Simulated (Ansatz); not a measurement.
# LiI in the rock salt structure (space group Fm-3m, No. 225)

LiI has the cubic space group Fm-3m (No. 225), the rock salt structure, Pearson symbol cF8. Cell: a = 6.0182 Å, b = 6.0182 Å, c = 6.0182 Å, α = 90.00°, β = 90.00°, γ = 90.00°. I on 4a has 6 Li at 3.009 Å (octahedral). Li on 4b is surrounded by 6 I at 3.009 Å (octahedral). (Neighbours: up to the widest gap in distance over summed covalent radii, below 1.35, at either atom; cation-cation and far metal-metal contacts left out.)
(The calculation used a cell of 2 atoms; values per cell refer to that cell.)

Calculations: r2SCAN, PAW, 500 eV (Ansatz, an electronic-structure program; without spin-orbit coupling). Γ-centred 10×10×10 mesh, Fermi–Dirac width 0.05 eV.

- Volume per atom: 27.25 Å³
- Density: 4.08 g/cm³
- Band gap: 5.00 eV, indirect, K–Γ (79 % along) → X
- Electron mass: 0.81 mₑ along k, 0.46 mₑ across
- Lowest conduction-band minima above the VBM: X along ⟨100⟩ 5.00 eV; Γ 5.13 eV; L along ⟨111⟩ 5.29 eV
- Total energy: -3867.946 eV/atom (σ→0; compares only within this code and set-up)

With I present, leaving out spin-orbit coupling can change the band edges. Effective masses come from finite differences of ±0.01 Å⁻¹. Along k means along the line from Γ to the band edge. No phonon test of stability was made.
